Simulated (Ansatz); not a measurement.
# What GaN (model cell, started as NiAs type) distorts into, part 2 of 3

Which phase does GaN (model cell, started as NiAs type) fall into along its unstable mode, and how much energy does it gain?

Ansatz 0.2.0; DFT PBEsol, scalar-relativistic, plane waves, PAW; PAW set soft_1.

So far, highest frequency on the path or at a solved wavevector (cm⁻¹): step 2 (response at finite wavevector) 630. Also lowest frequency on the path (cm⁻¹): step 2 -19.7.

The structure was built from a prototype and need not be the compound's stable phase.

### 6. Relaxing from the distorted cell

Starting from the lowest point found, all atoms and the cell are let go, so that strain and other modes of the same symmetry can join in.

input.yaml reads:

```yaml
crystal:
  lattice:
    - [2.9690603486, 0.0, 0.0]
    - [-1.4845301743, 2.5712816873, 0.0]
    - [0.0, 0.0, 5.0411260807]
  atoms:
    - { symbol: Ga, position: [0.0228294091, 0.0297210538, 0.0] }
    - { symbol: Ga, position: [-0.0228294091, -0.0297210538, 0.5] }
    - { symbol: "N", position: [0.3333333333, 0.6666666667, 0.25] }
    - { symbol: "N", position: [0.6666666667, 0.3333333333, 0.75] }
kpoints:
  mp_grid: { grid: [12, 12, 8] }
hamiltonian:
  xc: pbesol
  pseudopotentials: { kind: paw, azcp: { folder: soft_1 }, xc_functional: pbe }
scf:
  occupations: { method: fixed }
output:
  forces: true
  stress: true
  eigenvalues: true
relax:
  adjacent_minimum: "off"
  f_tol: 0.002
  max_steps: 120
  cell: { stress_tol: 0.03 }
```

Started as:

```console
$ ansatz run input.yaml --threads 4 --pin off --max-ram 10240MiB --backend cpu --events-out ev --progress --plain --runs-dir out
```

Numbers of over 12 decimals in the logs are rounded to 6 here.

The program printed:

```text
[...]
Crystal: 4 atoms, lattice volume = 38.485 Å³
Basis set: ecut = 420 eV, 737 PW (Γ), exchange–correlation on 40×40×72 points (8 copies of the dense FFT grid, shifted against one another)
Bands: 22, of which v1, the nominal top of the filled ones, is band 18 counted from 1 (17 counted from 0)
Symmetry: 2 space group operations
[...]
k-points: 370 of 1152 (time reversal used)
[...]
SCF iter   1: F=—  HF=-8244.206191 eV  |F-HF|=—  |Δ(HF+E_count)|=         —  Δρ=1.07e-1  dr2=2.86e0  ethr=3.10e-3  ⟨swp⟩=4.0  Hψ=28576  notcnv=0  defer=152
[...]
SCF iter   8: F=-8243.435735 eV  HF=-8243.435735 eV  |F-HF|=1.82e-11  |Δ(HF+E_count)|=   8.79e-9  Δρ=7.53e-7  dr2=1.01e-10  ethr=1.53e-10  ⟨swp⟩=2.0  Hψ=28393  notcnv=0
SCF 1 converged in 8 iterations: F = -8243.435735 eV  dr2 = 1.01e-10
[...]
relax step   1: F+E_penalty+E_count = -8243.43573518 eV  Δ(F+E_penalty+E_count) = +0.000e0 eV  max|allowed force component| = 4.956e-2 eV/Å  Δτ_max = 0.0000 Å  P = +0.495 GPa  Ω = 38.485 Å³  (8 SCF iters, dr2 threshold 1.00e-7 eV, accepted)
Crystal: 4 atoms, lattice volume = 38.552 Å³
[...]
iter 1 solved again at ethr=1.74e-7 eV; its pass at ethr=3.10e-3 eV (dr2=6.28e-5 eV) is discarded
[...]
SCF iter   4: F=-8243.436031 eV  HF=-8243.436031 eV  |F-HF|=1.35e-7  |Δ(HF+E_count)|=   1.63e-7  Δρ=3.65e-5  dr2=2.00e-7  ethr=1.11e-9  ⟨swp⟩=6.2  Hψ=38338  notcnv=0
SCF 2 converged in 4 iterations: F = -8243.436031 eV  dr2 = 2.00e-7
[...]
relax step   2: F+E_penalty+E_count = -8243.43603098 eV  Δ(F+E_penalty+E_count) = -2.958e-4 eV  max|allowed force component| = 4.379e-2 eV/Å  Δτ_max = 0.0013 Å  P = +0.160 GPa  Ω = 38.552 Å³  energy of the carried Pulay correction = -1.376e-4 eV  (4 SCF iters, dr2 threshold 4.00e-7 eV, accepted)
Crystal: 4 atoms, lattice volume = 38.584 Å³
Basis set: ecut = 420 eV, 741 PW (Γ), exchange–correlation on 40×40×72 points (8 copies of the dense FFT grid, shifted against one another)
[...]
SCF iter   4: F=-8243.436380 eV  HF=-8243.436380 eV  |F-HF|=3.12e-8  |Δ(HF+E_count)|=   7.04e-7  Δρ=1.83e-5  dr2=6.70e-8  ethr=1.11e-9  ⟨swp⟩=5.2  Hψ=40073  notcnv=0
SCF 3 converged in 4 iterations: F = -8243.436380 eV  dr2 = 6.70e-8
relax step   3: F+E_penalty+E_count = -8243.43637981 eV  Δ(F+E_penalty+E_count) = -3.488e-4 eV  max|allowed force component| = 2.676e-2 eV/Å  Δτ_max = 0.0032 Å  P = -0.013 GPa  Ω = 38.584 Å³  energy of the carried Pulay correction = -2.030e-4 eV  (4 SCF iters, dr2 threshold 4.00e-7 eV, accepted)
[... from here on, the SCF cycles and remarks between the steps are left out ...]
relax step   4: F+E_penalty+E_count = -8243.44059183 eV  Δ(F+E_penalty+E_count) = -4.212e-3 eV  max|allowed force component| = 8.106e-2 eV/Å  Δτ_max = 0.0365 Å  P = +0.136 GPa  Ω = 38.664 Å³  energy of the carried Pulay correction = -3.666e-4 eV  (6 SCF iters, dr2 threshold 3.44e-7 eV, accepted)
relax step   5: F+E_penalty+E_count = -8243.46619107 eV  Δ(F+E_penalty+E_count) = -2.560e-2 eV  max|allowed force component| = 2.901e-1 eV/Å  Δτ_max = 0.0589 Å  P = +0.147 GPa  Ω = 38.964 Å³  energy of the carried Pulay correction = -9.799e-4 eV  (7 SCF iters, dr2 threshold 4.00e-7 eV, accepted)
relax step   6: F+E_penalty+E_count = -8243.74176374 eV  Δ(F+E_penalty+E_count) = -2.756e-1 eV  max|allowed force component| = 7.569e-1 eV/Å  Δτ_max = 0.1713 Å  P = +1.453 GPa  Ω = 39.847 Å³  energy of the carried Pulay correction = -2.758e-3 eV  (7 SCF iters, dr2 threshold 4.00e-7 eV, accepted)
relax step   7: F+E_penalty+E_count = -8244.00049802 eV  Δ(F+E_penalty+E_count) = -2.587e-1 eV  max|allowed force component| = 5.026e-1 eV/Å  Δτ_max = 0.1958 Å  P = +1.163 GPa  Ω = 40.794 Å³  energy of the carried Pulay correction = -4.622e-3 eV  (7 SCF iters, dr2 threshold 4.00e-7 eV, accepted)
relax step   8: F+E_penalty+E_count = -8244.10462221 eV  Δ(F+E_penalty+E_count) = -1.041e-1 eV  max|allowed force component| = 5.229e-1 eV/Å  Δτ_max = 0.1193 Å  P = +0.146 GPa  Ω = 41.698 Å³  energy of the carried Pulay correction = -6.360e-3 eV  (7 SCF iters, dr2 threshold 4.00e-7 eV, accepted)
relax step   9: F+E_penalty+E_count = -8244.32028110 eV  Δ(F+E_penalty+E_count) = -2.157e-1 eV  max|allowed force component| = 1.280e0 eV/Å  Δτ_max = 0.0978 Å  P = +1.059 GPa  Ω = 42.552 Å³  energy of the carried Pulay correction = -7.967e-3 eV  (8 SCF iters, dr2 threshold 4.00e-7 eV, accepted)
relax step  10: F+E_penalty+E_count = -8244.61726234 eV  Δ(F+E_penalty+E_count) = -2.970e-1 eV  max|allowed force component| = 1.219e0 eV/Å  Δτ_max = 0.1032 Å  P = -0.413 GPa  Ω = 43.323 Å³  energy of the carried Pulay correction = -9.389e-3 eV  (7 SCF iters, dr2 threshold 4.00e-7 eV, accepted)
relax step  11: F+E_penalty+E_count = -8244.90819356 eV  Δ(F+E_penalty+E_count) = -2.909e-1 eV  max|allowed force component| = 4.936e-1 eV/Å  Δτ_max = 0.1612 Å  P = +0.803 GPa  Ω = 43.189 Å³  energy of the carried Pulay correction = -9.143e-3 eV  (7 SCF iters, dr2 threshold 4.00e-7 eV, accepted)
relax step  12: F+E_penalty+E_count = -8244.97434381 eV  Δ(F+E_penalty+E_count) = -6.615e-2 eV  max|allowed force component| = 4.649e-3 eV/Å  Δτ_max = 0.0711 Å  P = -0.832 GPa  Ω = 43.451 Å³  energy of the carried Pulay correction = -9.622e-3 eV  (7 SCF iters, dr2 threshold 4.00e-7 eV, accepted)
relax step  13: F+E_penalty+E_count = -8244.97607392 eV  Δ(F+E_penalty+E_count) = -1.730e-3 eV  max|allowed force component| = 4.002e-4 eV/Å  Δτ_max = 0.0012 Å  P = -0.071 GPa  Ω = 43.341 Å³  energy of the carried Pulay correction = -9.421e-3 eV  (5 SCF iters, dr2 threshold 4.00e-7 eV, accepted)
relax step  14: F+E_penalty+E_count = -8244.97610165 eV  Δ(F+E_penalty+E_count) = -2.773e-5 eV  max|allowed force component| = 1.482e-4 eV/Å  Δτ_max = 0.0001 Å  P = +0.001 GPa  Ω = 43.328 Å³  energy of the carried Pulay correction = -9.397e-3 eV  (4 SCF iters, dr2 threshold 2.55e-8 eV, accepted)
relax step  15: F+E_penalty+E_count = -8245.26323593 eV  Δ(F+E_penalty+E_count) = -2.871e-1 eV  max|allowed force component| = 1.507e-4 eV/Å  Δτ_max = 0.0000 Å  P = +6.266 GPa  Ω = 43.328 Å³  stress off target by 1.66e1 GPa  SCF on the basis re-selected at this cell (its energy is not comparable with the rows above)  (10 SCF iters)
relax step  16: F+E_penalty+E_count = -8245.41269152 eV  Δ(F+E_penalty+E_count) = -1.495e-1 eV  max|allowed force component| = 1.818e-3 eV/Å  Δτ_max = 0.0001 Å  P = +5.067 GPa  Ω = 43.883 Å³  energy of the carried Pulay correction = -1.202e-3 eV  (6 SCF iters, dr2 threshold 4.00e-7 eV, accepted)
relax step  17: F+E_penalty+E_count = -8245.52776703 eV  Δ(F+E_penalty+E_count) = -1.151e-1 eV  max|allowed force component| = 4.572e-3 eV/Å  Δτ_max = 0.0006 Å  P = +2.360 GPa  Ω = 44.656 Å³  energy of the carried Pulay correction = -2.793e-3 eV  (6 SCF iters, dr2 threshold 4.00e-7 eV, accepted)
relax step  18: F+E_penalty+E_count = -8245.60471665 eV  Δ(F+E_penalty+E_count) = -7.695e-2 eV  max|allowed force component| = 1.001e-2 eV/Å  Δτ_max = 0.0017 Å  P = +1.386 GPa  Ω = 44.979 Å³  energy of the carried Pulay correction = -3.543e-3 eV  (6 SCF iters, dr2 threshold 4.00e-7 eV, accepted)
relax step  19: F+E_penalty+E_count = -8245.63471284 eV  Δ(F+E_penalty+E_count) = -3.000e-2 eV  max|allowed force component| = 1.054e-3 eV/Å  Δτ_max = 0.0010 Å  P = -0.116 GPa  Ω = 45.302 Å³  energy of the carried Pulay correction = -4.294e-3 eV  (6 SCF iters, dr2 threshold 4.00e-7 eV, accepted)
relax step  20: F+E_penalty+E_count = -8245.63481517 eV  Δ(F+E_penalty+E_count) = -1.023e-4 eV  max|allowed force component| = 1.285e-4 eV/Å  Δτ_max = 0.0001 Å  P = -0.028 GPa  Ω = 45.279 Å³  energy of the carried Pulay correction = -4.258e-3 eV  (4 SCF iters, dr2 threshold 1.25e-7 eV, accepted)
relax step  21: F+E_penalty+E_count = -8245.63482779 eV  Δ(F+E_penalty+E_count) = -1.262e-5 eV  max|allowed force component| = 4.913e-5 eV/Å  Δτ_max = 0.0000 Å  P = +0.000 GPa  Ω = 45.273 Å³  energy of the carried Pulay correction = -4.246e-3 eV  (4 SCF iters, dr2 threshold 3.52e-9 eV, accepted)
relax step  22: F+E_penalty+E_count = -8245.67121396 eV  Δ(F+E_penalty+E_count) = -3.639e-2 eV  max|allowed force component| = 4.831e-5 eV/Å  Δτ_max = 0.0000 Å  P = +0.968 GPa  Ω = 45.273 Å³  stress off target by 2.58e0 GPa  SCF on the basis re-selected at this cell (its energy is not comparable with the rows above)  (8 SCF iters)
relax step  23: F+E_penalty+E_count = -8245.67600462 eV  Δ(F+E_penalty+E_count) = -4.791e-3 eV  max|allowed force component| = 1.608e-4 eV/Å  Δτ_max = 0.0000 Å  P = +0.292 GPa  Ω = 45.440 Å³  energy of the carried Pulay correction = -3.227e-4 eV  (5 SCF iters, dr2 threshold 4.00e-7 eV, accepted)
relax step  24: F+E_penalty+E_count = -8245.67613336 eV  Δ(F+E_penalty+E_count) = -1.287e-4 eV  max|allowed force component| = 6.140e-5 eV/Å  Δτ_max = 0.0000 Å  P = +0.005 GPa  Ω = 45.509 Å³  energy of the carried Pulay correction = -4.583e-4 eV  (5 SCF iters, dr2 threshold 4.00e-7 eV, accepted)
relax step  25: F+E_penalty+E_count = -8245.67613217 eV  Δ(F+E_penalty+E_count) = +1.196e-6 eV  max|allowed force component| = 1.106e-5 eV/Å  Δτ_max = 0.0000 Å  P = +0.000 GPa  Ω = 45.510 Å³  energy of the carried Pulay correction = -4.606e-4 eV  (4 SCF iters, dr2 threshold 2.35e-9 eV, accepted)
relax step  26: F+E_penalty+E_count = -8245.67671708 eV  Δ(F+E_penalty+E_count) = -5.849e-4 eV  max|allowed force component| = 1.067e-5 eV/Å  Δτ_max = 0.0000 Å  P = +0.005 GPa  Ω = 45.510 Å³  stress off target by 5.50e-2 GPa  SCF on the basis re-selected at this cell (its energy is not comparable with the rows above)  (6 SCF iters)
relax step  27: F+E_penalty+E_count = -8245.67671918 eV  Δ(F+E_penalty+E_count) = -2.100e-6 eV  max|allowed force component| = 2.474e-5 eV/Å  Δτ_max = 0.0000 Å  P = +0.001 GPa  Ω = 45.511 Å³  energy of the carried Pulay correction = -2.065e-6 eV  (4 SCF iters, dr2 threshold 7.57e-9 eV, accepted)
[...]
SCF iter   1: F=—  HF=-8245.676702 eV  |F-HF|=—  |Δ(HF+E_count)|=         —  Δρ=1.78e-6  dr2=3.58e-10  ethr=2.22e-8  ⟨swp⟩=3.0  Hψ=53325  notcnv=0  defer=584
eigensolver tolerance schedule: the retry pair's looser diagonalisation over-reported the residual by 22364.98 of it (diagonalisation noise at 0.19 of the residual, at the tolerance the schedule requests for it); recorded, not acted on — ethr = c·dr2/N_el stays at c = 1.0e-1
SCF iter   2: F=—  HF=-8245.676719 eV  |F-HF|=—  |Δ(HF+E_count)|=   1.72e-5  Δρ=9.14e-7  dr2=9.94e-11  ethr=1.00e-12  ⟨swp⟩=2.7  Hψ=15301  notcnv=0  defer=53
[...]
SCF iter   4: F=-8245.676719 eV  HF=-8245.676719 eV  |F-HF|=3.64e-12  |Δ(HF+E_count)|=  9.09e-12  Δρ=7.78e-8  dr2=7.74e-13  ethr=1.00e-12  ⟨swp⟩=5.4  Hψ=43596  notcnv=0
SCF 28 converged in 4 iterations: F = -8245.676719 eV  dr2 = 7.74e-13
relax step  28: F+E_penalty+E_count = -8245.67671933 eV  Δ(F+E_penalty+E_count) = -1.505e-7 eV  max|allowed force component| = 2.483e-5 eV/Å  Δτ_max = 0.0000 Å  P = +0.001 GPa  Ω = 45.511 Å³  stress off target by 3.04e-3 GPa  SCF on the basis re-selected at this cell (its energy is not comparable with the rows above)  (4 SCF iters)
[...]
SCF converged after 4 iterations
Free energy (F): -8245.676719 eV
[...]
Internal energy: -8245.676719 eV  (E = F + TS)
E sigma→0 (E₀):  -8245.676719 eV
Fermi energy:    9.585730 eV
[...]
--- Forces (eV/Å), atoms counted from 1 ---
  atom   1  Ga     0.00000469     0.00000322     0.00002484
  atom   2  Ga    -0.00000469    -0.00000322     0.00002484
  atom   3  N     -0.00000324     0.00000798    -0.00002483
  atom   4  N      0.00000324    -0.00000798    -0.00002483
  max |Σ_I F_I| component: 3.03e-9 eV/Å
--- Stress (GPa, compression-positive) ---
        0.000569       0.001569       0.000000
        0.001569       0.002044       0.000000
        0.000000       0.000000      -0.000358
  P = ⅓ Tr σ = 0.0008 GPa (0.008 kbar)
--- Band table (eV; the first three rows and the last of 370) ---
  k-point 0: bands = [... 14 lower, 6.8342, 9.5856, 9.5856, 9.5857, 11.2897, 12.8085, 16.1780, 19.8306]
  k-point 1: bands = [... 14 lower, 6.9219, 9.0391, 9.4551, 9.4552, 11.8534, 12.9574, 16.2369, 19.4649]
  k-point 2: bands = [... 14 lower, 7.1768, 8.0946, 9.0991, 9.0992, 12.8100, 13.3678, 16.3890, 18.6167]
  k-point 369: bands = [... 14 lower, 5.8169, 5.8169, 5.8643, 5.8643, 15.7110, 15.7110, 17.9959, 17.9959]
--- Relaxed structure (24 steps of the walk, 24 accepted, 4 SCFs on fresh bases) ---
  F+E_penalty+E_count = -8245.67671933 eV   max|allowed force component| = 2.483e-5 eV/Å   (the final SCF, on the basis selected at the relaxed cell)
  cell:  # Å, volume = 45.5109 Å³
    - [3.072397, 0.823200, 0.0]
    - [-0.823286, 3.072374, 0.0]
    - [0.0, 0.0, 4.498333]
  atoms:
    - { symbol: Ga, position: [0.250000, 0.250000, -2.0964719080530768e-7] }
    - { symbol: Ga, position: [-0.250000, -0.250000, 0.500000] }
    - { symbol: N, position: [0.250000, 0.750000, 0.250000] }
    - { symbol: N, position: [0.750000, 0.250000, 0.750000] }
```

The job ended after 3.4 min (4 threads of AMD EPYC 7R13 (Zen 3), shared host; peak memory 0.74 GiB).

Step by step (22 of 28):

```csv
step,energy less that of the first step (eV),largest force component (eV/Å),pressure (GPa),volume (Å³)
1,0.0000,0.0496,0.50,38.49
2,-0.0003,0.0438,0.16,38.55
4,-0.0049,0.0811,0.14,38.66
5,-0.0305,0.2901,0.15,38.96
6,-0.3060,0.7569,1.45,39.85
7,-0.5648,0.5026,1.16,40.79
9,-0.8845,1.2796,1.06,42.55
10,-1.1815,1.2189,-0.41,43.32
11,-1.4725,0.4936,0.80,43.19
13,-1.5403,0.0004,-0.07,43.34
14,-1.5404,0.0001,0.00,43.33
15*,-1.8275,0.0002,6.27,43.33
16,-1.9770,0.0018,5.07,43.88
18,-2.1690,0.0100,1.39,44.98
19,-2.1990,0.0011,-0.12,45.30
20,-2.1991,0.0001,-0.03,45.28
22*,-2.2355,0.0000,0.97,45.27
23,-2.2403,0.0002,0.29,45.44
24,-2.2404,0.0001,0.01,45.51
25,-2.2404,0.0000,0.00,45.51
27,-2.2410,0.0000,0.00,45.51
28*,-2.2410,0.0000,0.00,45.51
```

Relaxation steps marked * repeat the geometry before them on a plane-wave basis chosen anew for their cell, so energy and pressure can jump there. Other such steps can lie between the rows shown.

Forces are held to the 2 operations that the run works with; a distortion that breaks them can't arise in this run.

```csv
cell as run,before,after,change
a (Å),2.969,3.181,+7.1 %
b (Å),2.969,3.181,+7.1 %
c (Å),5.041,4.498,-10.8 %
γ (°),120.00,90.00,-25.0 %
volume (Å³/atom),9.62,11.38,+18.3 %
```

The atoms that moved most (Å, as changes of fractional coordinates times the final cell):

```csv
atom,dx,dy,dz,length
Ga2,-0.517,-0.864,0.000,1.006
Ga1,0.517,0.864,0.000,1.006
N4,0.325,-0.187,0.000,0.375
N3,-0.325,0.187,0.000,0.375
```

Final coordinates:

```
Ga N
1.0
     3.07240    0.82320    0.00000
    -0.82329    3.07237    0.00000
     0.00000    0.00000    4.49833
Ga N
2 2
Direct
  0.25000 0.25000 0.00000
  0.75000 0.75000 0.50000
  0.25000 0.75000 0.25000
  0.75000 0.25000 0.75000
```

This step gave:

```
pressure          : 7.52e-4 GPa
gap on the k-mesh : 1.704 eV
volume per atom   : 11.38 Å³
```

The distorted start has space group P2_1; the relaxation ends in F-43m.

### 7. The new phase in its own primitive cell

The relaxed structure is symmetrised, reduced to its primitive cell and relaxed tightly, as its phonons need.

System of this step: GaN (model cell, started as NiAs type). The structure is cubic, space group F-43m (No. 216). Conventional cell: a = 4.498 Å, b = 4.498 Å, c = 4.498 Å, α = 90.00°, β = 90.00°, γ = 90.00°. Ga has 4 N at 1.95 Å nearest. Nearest to N lie 4 Ga at 1.95 Å. Farther neighbours and most contacts between anions are not listed.

input.yaml, the sections that differ from step 6:

```yaml
crystal:
  lattice:
    - [0.0, 2.2491503581, 2.2491503581]
    - [2.2491503581, 0.0, 2.2491503581]
    - [2.2491503581, 2.2491503581, 0.0]
  atoms:
    - { symbol: Ga, position: [0.5, 0.5, 0.5] }
    - { symbol: "N", position: [0.75, 0.75, 0.75] }
kpoints:
  mp_grid: { grid: [12, 12, 12] }
relax:
  adjacent_minimum: "off"
  f_tol: 0.001
  max_steps: 60
  cell: { stress_tol: 0.01 }
# hamiltonian, scf, output: as in step 6
```

The program printed:

```text
[...]
Crystal: 2 atoms, lattice volume = 22.755 Å³
Basis set: ecut = 420 eV, 459 PW (Γ), exchange–correlation on 48×48×48 points (8 copies of the dense FFT grid, shifted against one another)
Bands: 13, of which v1, the nominal top of the filled ones, is band 9 counted from 1 (8 counted from 0)
Symmetry: 24 space group operations
[...]
k-points: 72 of 1728 (time reversal used)
[...]
k-point 71: bands = [... 5 lower, -1.5555, 3.8221, 5.8170, 5.8643, 15.7111, 17.9960, 19.8006, 20.5429]
--- Relaxed structure (1 steps of the walk, 1 accepted, 1 SCFs on fresh bases) ---
[...]
cell:  # Å, volume = 22.7555 Å³
    - [0.0, 2.2491503581, 2.2491503581]
    - [2.2491503581, 0.0, 2.2491503581]
    - [2.2491503581, 2.2491503581, 0.0]
  atoms:
    - { symbol: Ga, position: [0.500000, 0.500000, 0.500000] }
    - { symbol: N, position: [0.75, 0.75, 0.75] }
[key lines of the parts left out:]
SCF converged after 6 iterations
Free energy (F): -4122.838341 eV
Fermi energy:    9.585667 eV
P = ⅓ Tr σ = -0.0001 GPa (-0.001 kbar)
```

Run time: 1.4 s. Hardware: 4 threads; peak memory 0.38 GiB; 4.3 s of CPU time.

Little changed from the start: no atom moved by 0.005 Å and no cell edge by 0.1 %.

Numbers from this step:

| Property | Result |
| --- | --- |
| pressure | -5.14e-5 GPa |
| direct gap on mesh | 1.704 eV |

The forces vanish by symmetry and the pressure is 0.000 GPa, within the tolerances set. The cell now holds 11.38 Å³/atom.

(Continued in part 3 of 3.)

[Logs are printed without paths, hosts, clocks, repeated set-up lines and the standing remarks that a program may print on its own settings, such as how far it seeks lower states.]

[Hosts, paths, dates, database ids (printed as entryN), source tags and the programs' standing remarks are cut or masked in the printed files.]
